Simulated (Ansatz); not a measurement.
# A vibration from a frozen displacement in InP

The calculation used Ansatz 0.2.0, DFT PBEsol, scalar-relativistic, plane waves, PAW. Cutoff 420 eV, Γ-centred 14×14×14 k-points, Gaussian smearing of 0.15 eV. No spin polarisation. Energies are free energies at this smearing, counted from the undisturbed cell; pressure is positive in compression.

The starting cell (as given, not relaxed at this level; it stands at -8.2 GPa; this rock-salt form isn't the usual structure):

```
In P
1.0
     0.00000    2.85500    2.85500
     2.85500    0.00000    2.85500
     2.85500    2.85500    0.00000
In P
1 1
Direct
  0.00000 0.00000 0.00000
  0.50000 0.50000 0.50000
```

Every P atom is moved by x along the Cartesian unit vector (0.000, 0.000, -1.000); the cell and all other atoms stay fixed. The cell's volume is 46.54 Å³; the moved atoms weigh 30.974 u together and the others 114.818 u. Some rows repeat others by symmetry and weren't run.

| x (Å) | ΔE (meV/cell) | total force on the moved atoms along the move (eV/Å) | pressure (GPa) |
| --- | --- | --- | --- |
| -0.5000 | 287.79 | 2.0093 | -2.1757 |
| -0.4375 | 182.53 | 1.3887 | -3.8012 |
| -0.3750 | 110.84 | 0.9292 | -5.0994 |
| -0.3125 | 63.69 | 0.5985 | -6.1184 |
| -0.2500 | 33.94 | 0.3679 | -6.9003 |
| -0.1875 | 16.14 | 0.2126 | -7.4784 |
| -0.1250 | 6.24 | 0.1117 | -7.8760 |
| -0.0625 | 1.42 | 0.0469 | -8.1084 |
| 0.0000 | 0.00 | 0.0000 | -8.1849 |
| 0.0625 | 1.42 | -0.0469 | -8.1084 |
| 0.1250 | 6.24 | -0.1117 | -7.8760 |
| 0.1875 | 16.14 | -0.2126 | -7.4784 |
| 0.2500 | 33.94 | -0.3679 | -6.9003 |
| 0.3125 | 63.69 | -0.5985 | -6.1184 |
| 0.3750 | 110.84 | -0.9292 | -5.0994 |
| 0.4375 | 182.53 | -1.3887 | -3.8012 |
| 0.5000 | 287.79 | -2.0093 | -2.1757 |

Problem. What frequency belongs to this motion?

Solution. The force constant is k = −dF/dx = 0.750 eV/Å², from the parabola through x = -0.0625, 0 and 0.0625. In every cell the moved atoms swing against the rest, so the mass is μ = m₁m₂/(m₁ + m₂) = 24.393 u, and ν̃ = 521.5 cm⁻¹ × √(|k|/μ) = 91 cm⁻¹, at this cell's pressure of -8.2 GPa. To first order in x, and within 1 %, the force on every atom lies along the move and, within each of the two groups, in proportion to the atom's mass, so this is itself a mode at the zone centre of this cell.

Problem. How far does the harmonic law reach?

Solution. At x = -0.500 Å, kx²/2 = 93.80 meV against the computed 287.79 meV (+206.8 %): the well stiffens in this direction at large amplitude.

Problem. The pressure changes with x². What does that say about the frequency under compression?

Solution. With E = k(V)x²/2, k ∝ V^(−2γ) and x scaling with the cell as V^(1/3), P − P0 = −∂E/∂V = (2γ − 2/3) ΔE/V. At x = 0.1250 Å, V(P − P0) = 46.54 × 0.30891 / 160.2 eV = 89.74 meV and ΔE = 6.24 meV, so γ = 1/3 + V(P − P0)/(2ΔE) = 7.53. This is the Grüneisen parameter of the motion under uniform scaling of the cell: shrinking the cell evenly by 1 % in volume raises the frequency by about 7.53 %. Values this far from the 1 to 3 of most solids mark a soft motion whose force constant is small beside what it shares with volume.

In a metal these slopes depend on the k mesh and the smearing.

Cost: 9 runs of about 3.8 core-minutes in all, on Intel Xeon Processor @ 2.50GHz (Skylake/Cascade Lake) (shared hosts).